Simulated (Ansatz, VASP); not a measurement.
# In in VASP and in Ansatz

POSCAR

```
In
1.0
   -1.6190646052      1.6612415974      2.5247666629
    1.6612415974     -1.6190646052      2.5247666629
    1.5669310712      1.5669310712     -2.4970521319
In
1
Direct
    0.0000000000      0.0000000000      0.0000000000
```

Contents of INCAR.step1:

```
  ALGO = Normal
  EDIFF = 1E-4
  ENCUT = 520
  GGA = PE
  ISMEAR = -1
  LASPH = True
  LCHARG = False
  LREAL = False
  LWAVE = True
  NBANDS = 12
  NELM = 100
  PREC = Accurate
  SIGMA = 0.1
```

INCAR.step2

```
  ALGO = Normal
  EDIFF = 1E-7
  ENCUT = 520
  ISIF = 2
  ISMEAR = -1
  ISTART = 1
  LASPH = True
  LCHARG = False
  LMIXTAU = True
  LREAL = False
  LWAVE = False
  METAGGA = R2SCAN
  NBANDS = 12
  NELM = 100
  PREC = Accurate
  SIGMA = 0.1
```

KPOINTS

```
k-points
0
Gamma
  7 7 9
```

Input for Ansatz:

```yaml
crystal:
  lattice:
    - [-1.6190646052, 1.6612415974, 2.5247666629]
    - [1.6612415974, -1.6190646052, 2.5247666629]
    - [1.5669310712, 1.5669310712, -2.4970521319]
  atoms:
    - { symbol: In, position: [0.0, 0.0, 0.0] }
hamiltonian:
  xc: r2scan
  pseudopotentials:
    kind: paw
    azcp:
      In: "pseudopotentials/In.paw.azcp"
basis:
  ecutwfc: 500
  fft_grid_basis: typed
kpoints:
  mp_grid: { grid: [7, 7, 9], shift: [0, 0, 0] }
magnetization:
  spin_polarized: false
scf:
  occupations: { method: fermi_dirac, width: 0.1 }
  lower_state_search: "off"
output:
  stress: true
  write_density: true
  write_potential: true
  elf: true
  volumetric_format: npy
```

Alike in both runs: task single point; functional r2SCAN; k mesh 7 × 7 × 9; occupations fermi-dirac, width 0.1 eV; no spin polarisation.

|  | VASP | Ansatz |
| --- | --- | --- |
| version | VASP 6.6.1 | Ansatz 0.2.0 |
| potentials or method | VASP PAW PBE potentials, release 64 (In_d) | plane waves (500 eV) with PAW, scalar-relativistic |
| plane-wave cutoff (eV) | 520 | 500 |
| valence electrons in the cell | 13 | 13 |

VASP gave:

- pressure (GPa): -0.1
- largest component of the traceless stress (GPa): 0.60

**Question.** Which values does Ansatz return?

**Answer.** Pressure (GPa): -0.1; largest component of the traceless stress (GPa): 0.59.

The functional is the same, so the differences come from potentials, cutoffs and numerics.

Caveats: the PAW data sets were made with another functional, which shifts forces and pressure a little (VASP).
